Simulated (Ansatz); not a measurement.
# Hf in Ansatz: the effect of target pressure

Hf:

```
CELL_PARAMETERS angstrom
-1.80500 1.80500 1.80500
1.80500 -1.80500 1.80500
1.80500 1.80500 -1.80500
ATOMIC_POSITIONS crystal
Hf 0.00000 0.00000 0.00000
```

This isn't the form of Hf at room conditions, which is hcp.

Alike in all runs:

- Program: Ansatz 0.2.0
- Task: relaxation of cell and atoms
- Functional: PBEsol
- Potentials or basis: Ansatz PAW
- Cutoff: 420 eV (not typed: the program's choice for these potentials)
- k mesh: 10 × 10 × 10
- Occupations: fermi-dirac, width 0.05 eV
- Spin: no spin polarisation

Each run relaxes the cell or the atoms first.

```csv
target pressure,relaxed volume (Å³/atom)
0 GPa,21.30
2 GPa,20.91
5 GPa,20.38
10 GPa,19.59
20 GPa,18.25
30 GPa,?
```

What does the run with target pressure 30 GPa give?

Relaxed volume 17.28 Å³/atom.

Worked out: In Murnaghan's law V^(-B') rises as a straight line in P. The other rows fit best with B' = 2.2, V0 = 21.29 Å³/atom and B0 = 109 GPa, which gives 17.17 Å³/atom at 30 GPa, against the run's 17.28.

Caveats: the plane-wave basis is chosen anew once the cell has moved, so the energies of steps on either side of that aren't comparable; the PAW data sets come from PBE, with cores solved anew for the run's functional, which leaves a small shift of forces and pressure; the volume moved by over 15 % at a fixed basis, so the end points are rough (some runs).
